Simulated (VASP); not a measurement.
# AlN (P6_3mc) in VASP: further runs

The runs below take AlN through relaxation of cell and atoms, relaxation of shape and atoms at fixed volume, with PBE.

Everything below comes from runs of VASP 6.6.1. Logs are shortened: lines on timing, memory, paths and dates and some standing lists are left out, and cuts for length are marked.

## Step 1: Starting point

Symmetry: P6_3mc, No. 186, hexagonal system. The conventional cell has a = 3.113 Å, b = 3.113 Å, c = 4.981 Å, α = 90.00°, β = 90.00°, γ = 120.00°. Al (site symmetry 3m) is surrounded by 4 N at 1.89 Å. N (site symmetry 3m) is surrounded by 4 Al at 1.89 Å.

## Step 2: Relaxation of cell and atoms, PBE

INCAR

```
PREC = Accurate
ENCUT = 520
EDIFF = 1E-7
ISMEAR = 0
SIGMA = 0.02
LREAL = False
LASPH = True
NELM = 60
ALGO = Normal
ISIF = 3
LWAVE = False
LCHARG = False
GGA = PE
IBRION = 2
NSW = 80
EDIFFG = -0.002
```

KPOINTS

```
regular mesh
0
Gamma
  9 9 4
```

POSCAR

```
AlN
1.0
    3.1130000000      0.0000000000      0.0000000000
   -1.5565000000      2.6959370800      0.0000000000
    0.0000000000      0.0000000000      4.9810000000
Al N
2 2
Direct
    0.3333333300      0.6666666700      0.0000000000
    0.6666666700      0.3333333300      0.5000000000
    0.3333333300      0.6666666700      0.3800000000
    0.6666666700      0.3333333300      0.8800000000
```

Potentials or basis: VASP PAW PBE potentials, release 64 (Al, N).

The run is started by

```bash
$ cat potpaw_PBE.64/Al/POTCAR potpaw_PBE.64/N/POTCAR > POTCAR
$ mpirun -np 1 vasp_std > vasp.out
```

OUTCAR:

```text
PREC = Accurate
   ENCUT = 520
   EDIFF = 1E-7
   ISMEAR = 0
   LREAL = False
   LASPH = True
   NELM = 60
   ISIF = 3
   GGA = PE
   IBRION = 2
   NSW = 80
   EDIFFG = -0.002

 ion  position               nearest neighbor table
   1  0.333  0.667  0.000-   3 1.89   4 1.89   4 1.89   4 1.89   2 3.07   2 3.07   2 3.07   2 3.07
                             2 3.07   2 3.07
   2  0.667  0.333  0.500-   4 1.89   3 1.89   3 1.89   3 1.89   1 3.07   1 3.07   1 3.07   1 3.07
                             1 3.07   1 3.07
   3  0.333  0.667  0.380-   1 1.89   2 1.89   2 1.89   2 1.89
   4  0.667  0.333  0.880-   2 1.89   1 1.89   1 1.89   1 1.89

  LATTYP: Found a hexagonal cell.
 ALAT       =     3.1130000000
 C/A-ratio  =     1.6000642467

  Lattice vectors:

 A1 = (   3.1130000000,   0.0000000000,   0.0000000000)
 A2 = (  -1.5565000000,   2.6959370800,   0.0000000000)
 A3 = (   0.0000000000,   0.0000000000,   4.9810000000)

Analysis of symmetry for initial positions (statically):
=====================================================================
 Subroutine PRICEL returns:
 Original cell was already a primitive cell.

 Routine SETGRP: Setting up the symmetry group for a
 hexagonal supercell.

 Subroutine GETGRP returns: Found 12 space group operations
 (whereof  6 operations were pure point group operations)
 out of a pool of 24 trial point group operations.

The static configuration has the point symmetry C_3v.
 The point group associated with its full space group is C_6v.

Analysis of symmetry for dynamics (positions and initial velocities):
=====================================================================
 Subroutine PRICEL returns:
 Original cell was already a primitive cell.

 Routine SETGRP: Setting up the symmetry group for a
 hexagonal supercell.

 Subroutine GETGRP returns: Found 12 space group operations
 (whereof  6 operations were pure point group operations)
 out of a pool of 24 trial point group operations.

The dynamic configuration has the point symmetry C_3v.
 The point group associated with its full space group is C_6v.

 Subroutine INISYM returns: Found 12 space group operations
 (whereof  6 operations are pure point group operations),
 and found     1 'primitive' translations

----------------------------------------------------------------------------------------

                                     Primitive cell

  volume of cell :      41.8028

  direct lattice vectors                    reciprocal lattice vectors
     3.113000000  0.000000000  0.000000000     0.321233537  0.185464269  0.000000000
    -1.556500000  2.695937080  0.000000000     0.000000000  0.370928538  0.000000000
     0.000000000  0.000000000  4.981000000     0.000000000  0.000000000  0.200762899

  length of vectors
     3.113000000  3.112999998  4.981000000     0.370928538  0.370928538  0.200762899

  position of ions in fractional coordinates (direct lattice)
     0.333333330  0.666666670  0.000000000
     0.666666670  0.333333330  0.500000000
     0.333333330  0.666666670  0.380000000
     0.666666670  0.333333330  0.880000000

  ion indices of the primitive-cell ions
   primitive index   ion index
                 1           1
                 2           2
                 3           3
                 4           4

----------------------------------------------------------------------------------------

 KPOINTS: regular mesh

Automatic generation of k-mesh.
 Grid dimensions read from file:
 generate k-points for:    9    9    4

 Generating k-lattice:

  Cartesian coordinates                     Fractional coordinates (reciprocal lattice)
     0.035692615  0.020607141  0.000000000     0.111111111 -0.000000000  0.000000000
     0.000000000  0.041214282  0.000000000     0.000000000  0.111111111  0.000000000
     0.000000000  0.000000000  0.050190725     0.000000000  0.000000000  0.250000000

  Length of vectors
     0.041214282  0.041214282  0.050190725

  Shift w.r.t. Gamma in fractional coordinates (k-lattice)
     0.000000000  0.000000000  0.000000000

 Subroutine IBZKPT returns following result:
 ===========================================

 Found     36 irreducible k-points:

 Following reciprocal coordinates:
            Coordinates               Weight
  0.000000  0.000000  0.000000      1.000000
  0.111111  0.000000  0.000000      6.000000
  0.222222  0.000000  0.000000      6.000000
  0.333333  0.000000  0.000000      6.000000
  0.444444  0.000000  0.000000      6.000000
  0.111111  0.111111  0.000000      6.000000
[... 16 lines left out ...]
  0.333333  0.222222  0.250000     24.000000
  0.333333  0.333333  0.250000      4.000000
 [... further k-points ...]
   k-points           NKPTS =     36   k-points in BZ     NKDIM =     36   number of bands    NBANDS=     12
   number of dos      NEDOS =    301   number of ions     NIONS =      4
   total plane-waves  NPLWV =  23040
   dimension x,y,z NGX =    24 NGY =   24 NGZ =   40
   dimension x,y,z NGXF=    48 NGYF=   48 NGZF=   80
   ions per type =               2   2
   NGX,Y,Z   is equivalent  to a cutoff of  12.82, 12.82, 13.35 a.u.
   NGXF,Y,Z  is equivalent  to a cutoff of  25.63, 25.63, 26.70 a.u.
 SYSTEM =  unknown system
   PREC   = accura    normal or accurate (medium, high low for compatibility)
   ISTART =      0    job   : 0-new  1-cont  2-samecut
   ICHARG =      2    charge: 1-file 2-atom 10-const
   ISPIN  =      1    spin polarized calculation?
   LNONCOLLINEAR =      F non collinear calculations
   LSORBIT =      F    spin-orbit coupling
   LASPH  =      T    aspherical Exc in radial PAW
   ENCUT  =  520.0 eV  38.22 Ry    6.18 a.u.   5.79  5.79  9.26*2*pi/ulx,y,z
   NELM   =     60;   NELMIN=  2; NELMDL= -5     # of ELM steps
   EDIFF  = 0.1E-06   stopping-criterion for ELM
   LREAL  =      F    real-space projection
   EDIFFG = -.2E-02   stopping-criterion for IOM
   NSW    =     80    number of steps for IOM
   IBRION =      2    ionic relax: 0-MD 1-quasi-New 2-CG
   NFREE  =      1    steps in history (QN), initial steepest desc. (CG)
   ISIF   =      3    stress and relaxation
   ISYM   =      2    0-nonsym 1-usesym 2-fastsym
   POTIM  = 0.5000    time-step for ionic-motion
   TEBEG  =    0.0;   TEEND  =   0.0 temperature during run
   PSTRESS=    0.0 pullay stress
   NELECT =      16.0000    total number of electrons
   NUPDOWN=      -1.0000    fix difference up-down
   EMIN   =  10.00;   EMAX   =-10.00  energy-range for DOS
   EFERMI =   0.00;   METHOD = LEGACY
   ISMEAR =     0;   SIGMA  =   0.02  broadening in eV -4-tet -1-fermi 0-gaus
   EFERMI_NEDOS =   21; number of points for ismear=-14 and -15
   IALGO  =     38    algorithm
   IMIX   =      4    mixing-type and parameters
     AMIX     =   0.40;   BMIX     =  1.00
     AMIX_MAG =   1.60;   BMIX_MAG =  1.00
  volume/ion in A,a.u.               =      10.45        70.52
  Fermi-wavevector in a.u.,A,eV,Ry     =   1.188629  2.246183 19.222843  1.412839
  Thomas-Fermi vector in A             =   2.324754
   LORBIT       =      0    0 simple, 1 ext, 2 COOP (PROOUT), +10 PAW based schemes
   GGA     = PE    functional components
   LHFCALC =     F    Hartree Fock is set to
   AEXX    =    0.0000 exact exchange contribution
   IVDW    =     0    specifies the selected vdW correction
   LEPSILON=     F    determine dielectric tensor
   LRPA    =     F    only Hartree local field effects (RPA)
 conjugate gradient relaxation of ions
 non-spin polarized calculation
 Gauss-broadening in eV      SIGMA  =   0.02
  energy-cutoff  :      520.00
  volume of cell :       41.80
 maximum number of plane-waves:      1152
 NGX is ok and might be reduce to    24
   NGX = 11   NGY = 11   NGZ = 19

--------------------------------------- Ionic step        1  -------------------------------------------

 number of electron      15.9999997 magnetization

 Free energy of the ion-electron system (eV)
  ---------------------------------------------------
  ext. energy  EPLUGINS =         0.00000000
  ---------------------------------------------------
  free energy    TOTEN  =       -29.77127871 eV

  energy without entropy =      -29.77127871  energy(sigma->0) =      -29.77127871

------------------------ aborting loop because EDIFF is reached ----------------------------------------

  FORCE on cell =-STRESS in cart. coord.  units (eV):
  Direction    XX          YY          ZZ          XY          YZ          ZX
  --------------------------------------------------------------------------------------
  -------------------------------------------------------------------------------------
  Total        0.7574912      0.7574912      1.1893121      0.0000000      0.0000000      0.0000000
  in kB       29.0323864     29.0323864     45.5827991      0.0000000      0.0000000      0.0000000
  external PRESSURE =      34.5491906 kB  Pullay stress =       0.0000000 kB
[... 251 lines left out ...]
  energy  without entropy=      -29.7801051020  energy(sigma->0) =      -29.78010510

--------------------------------------- Ionic step        8  -------------------------------------------

 number of electron      15.9999998 magnetization

 Free energy of the ion-electron system (eV)
  ---------------------------------------------------
  ext. energy  EPLUGINS =         0.00000000
  ---------------------------------------------------
  free energy    TOTEN  =       -29.78010619 eV

  energy without entropy =      -29.78010619  energy(sigma->0) =      -29.78010619

 E-fermi :   6.0773     XC(G=0): -10.8329

 val. band max:        5.9758434288   @ k =   0.0000   0.0000   0.0000
 cond. band min:      10.0322051723   @ k =   0.0000   0.0000   0.0000
 fundamental gap:      4.0563617435
 Fermi energy:         6.0772759605

 k-point     1 :       0.0000    0.0000    0.0000
  band No.  band energies     occupation
      1      -9.0982      2.00000
      2      -7.0121      2.00000
      3       0.0648      2.00000
      4       5.1326      2.00000
      5       5.1326      2.00000
      6       5.7750      2.00000
      7       5.7750      2.00000
      8       5.9758      2.00000
      9      10.0322      0.00000
     10      12.4991      0.00000
     11      16.4430      0.00000
     12      17.0158      0.00000
[... 331 lines left out ...]
 k-point    24 :       0.3333    0.3333    0.2500
  band No.  band energies     occupation
      1      -6.6411      2.00000
      2      -6.6411      2.00000
      3       1.4957      2.00000
      4       1.5836      2.00000
      5       1.5836      2.00000
      6       3.0823      2.00000
      7       4.5127      2.00000
      8       4.5127      2.00000
      9      11.8429      0.00000
     10      14.1167      0.00000
     11      14.5178      0.00000
     12      14.5178      0.00000

 [... further k-points ...]

------------------------ aborting loop because EDIFF is reached ----------------------------------------

  FORCE on cell =-STRESS in cart. coord.  units (eV):
  Direction    XX          YY          ZZ          XY          YZ          ZX
  --------------------------------------------------------------------------------------
  -------------------------------------------------------------------------------------
  Total        0.0000659      0.0000659     -0.0038223      0.0000000      0.0000000     -0.0000000
  in kB        0.0024833      0.0024833     -0.1440191      0.0000000      0.0000000     -0.0000000
  external PRESSURE =      -0.0463508 kB  Pullay stress =       0.0000000 kB
[... 19 lines left out ...]
  FREE ENERGIE OF THE ION-ELECTRON SYSTEM (eV)
  ---------------------------------------------------
  free  energy   TOTEN  =       -29.7801061901 eV

  energy  without entropy=      -29.7801061901  energy(sigma->0) =      -29.78010619

 reached required accuracy - stopping structural energy minimisation
```

Run time: 45 s. Hardware: 1 thread of AMD EPYC 7R13 (Zen 3), shared host; peak memory 0.13 GiB.

What came out:

```yaml
Free_energy: -29.7801 eV
Relaxed_volume: 10.63 Å³/atom
Relaxed_cell: a = 3.129 Å, b = 3.129 Å, c = 5.016 Å, α = 90.00°, β = 90.00°, γ = 120.00°
Space_group_after_relaxing_to_0.05_Å: P6_3mc (No. 186)
Energy_gained_by_relaxing: 2.2 meV/atom
Ionic_steps: 8
Pressure_after_relaxing: 0.0 GPa
Band_gap_on_the_k_mesh: 4.06 eV, direct
```

The path:
| step | energy change (eV) | largest force (eV/Å) | pressure (GPa) | volume (Å³) |
| --- | --- | --- | --- | --- |
| 1 | 0.0000 | 0.1288 | 3.45 | 41.80 |
| 2 | -0.0019 | 0.0913 | -2.90 | 43.18 |
| 3 | -0.0088 | 0.0034 | 0.00 | 42.52 |
| 4 | -0.0088 | 0.0059 | 0.07 | 42.51 |
| 5 | -0.0088 | 0.0067 | 0.05 | 42.51 |
| 6 | -0.0088 | 0.0070 | 0.04 | 42.51 |
| 7 | -0.0088 | 0.0023 | -0.03 | 42.53 |
| 8 | -0.0088 | 0.0007 | 0.00 | 42.52 |

Final structure:
```xyz
4
Lattice="3.1286 0.0000 0.0000 -1.5643 2.7094 0.0000 0.0000 0.0000 5.0164" Properties=species:S:1:pos:R:3 pbc="T T T"
Al    0.0000    1.8063    5.0127
Al    1.5643    0.9031    2.5045
N     0.0000    1.8063    1.9100
N     1.5643    0.9031    4.4182
```

Levels at points of the mesh, in eV from the valence-band top:
| k point | band 6 | band 7 | band 8 | band 9 | band 10 | band 11 |
| --- | --- | --- | --- | --- | --- | --- |
| (0.00, 0.00, 0.00) | -0.20 | -0.20 | 0.00 | 4.06 | 6.52 | 10.47 |
| (0.00, 0.00, 0.50) | -0.53 | -0.53 | -0.53 | 6.32 | 6.32 | 10.18 |

A hybrid or GW would open this gap; PBE tends to underestimate it. PBE usually gives volumes a little too large and moduli too small.

[end of part 1 of 2]
